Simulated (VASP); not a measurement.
Crystal: In.

```
In
1.0
     3.33181    0.00000    0.00000
    -1.66590    2.88543    0.00000
     0.00000    0.00000    5.44195
In
2
Direct
  0.33333 0.66667 0.75000
  0.66667 0.33333 0.25000
```

The cell was built by a generator and needn't be a form met in nature.

| Item | Value |
| --- | --- |
| Program | VASP 6.6.1 |
| Task | relaxation of cell and atoms |
| Functional | PBE |
| Potentials or basis | VASP PAW PBE potentials, release 64 (In_d) |
| Cutoff | 600 eV |
| k mesh | 8 × 8 × 4 |
| Occupations | gaussian, width 0.05 eV |
| Spin | no spin polarisation |

At the start: pressure 2.2 GPa; volume 26.16 Å³/atom.

**Question.** Where does the relaxation end?

**Answer.** Over 14 steps the energy falls by 35.3 meV/atom and the volume is 28.06 Å³/atom (+7.3 %); space group P6_3/mmc (No. 194, to 0.05 Å).

The path:
```tsv
step	energy change (eV)	largest force (eV/Å)	pressure (GPa)	volume (Å³)
1	0.0000	0.0000	2.23	52.32
2	-0.0208	0.0000	0.26	55.12
3	-0.0212	0.0000	-0.12	55.66
4	-0.0212	0.0000	0.00	55.51
5	-0.0212	0.0000	-0.03	55.58
6	-0.0219	0.0000	-0.08	55.63
7	-0.0238	0.0000	-0.23	55.70
8	-0.0333	0.0000	-0.40	55.85
9	-0.0549	0.0000	-0.24	56.10
10	-0.0639	0.0000	0.04	56.47
11	-0.0704	0.0000	-0.19	56.35
12	-0.0704	0.0000	-0.21	56.34
13	-0.0673	0.0000	0.75	55.08
14	-0.0705	0.0000	-0.05	56.12
```

Final structure:
```
CELL_PARAMETERS angstrom
3.28654 0.00000 0.00000
-1.64327 2.84623 0.00000
0.00000 0.00000 5.99948
ATOMIC_POSITIONS crystal
In 0.33333 0.66667 0.75000
In 0.66667 0.33333 0.25000
```
